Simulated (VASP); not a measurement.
Write the native input for VASP 6.6.1 that does the following.

| Property | Result |
| --- | --- |
| Task | dielectric tensor |
| Functional | PBE |
| Potentials or basis | VASP PAW PBE potentials, release 64 (Si, C) |
| Cutoff | 600 eV |
| k mesh | 18 × 18 × 18 |
| Occupations | gaussian, width 0.03 eV |
| Spin | no spin polarisation |
| Monkhorst-Pack mesh | yes |
| Further INCAR settings | ALGO = Normal; EDIFF = 1e-08 |

The structure of SiC (Moissanite 3C) lies in POSCAR:

```
SiC                                     
1.0
    0.0000000000      2.1892433624      2.1892433624
    2.1892433624      0.0000000000      2.1892433624
    2.1892433624      2.1892433624      0.0000000000
  Si              C             
     1     1
Direct
     0.0000000000000000    0.0000000000000000    0.0000000000000000
     0.2500000000000000    0.2500000000000000    0.2500000000000000
```

One way to write it, as run:

INCAR

```
PREC     = Accurate       # precision mode
ENCUT    = 600            # plane-wave cutoff, eV
EDIFF    = 1E-8           # SCF threshold, eV
ISMEAR   = 0              # smearing method
SIGMA    = 0.03           # smearing width, eV
LREAL    = F              # projectors in reciprocal space
LASPH    = T              # aspherical terms in the spheres
NELM     = 80             # most SCF steps
ALGO     = Normal         # electronic algorithm
ISIF     = 2              # what is computed and relaxed
LWAVE    = F              # write WAVECAR
LCHARG   = F              # write CHGCAR
GGA      = PE             # functional
LEPSILON = T              # dielectric tensor by DFPT
```

KPOINTS

```
regular mesh
0
Monkhorst-Pack
  18 18 18
```

Potentials or basis: VASP PAW PBE potentials, release 64 (Si, C).

Command:

```bash
$ cat potpaw_PBE.64/Si/POTCAR potpaw_PBE.64/C/POTCAR > POTCAR
$ mpirun -np 1 vasp_std > vasp.out
```

Results of the run:

```yaml
Electronic_dielectric_tensor_diagonal: 7.00
Born_charges_mean_of_the_diagonal: Si +2.68; C -2.68 e
```

It took 25 min on 1 thread of Intel(R) Xeon(R) 6975P-C (Granite Rapids) (shared host), peak memory 1.4 GiB.
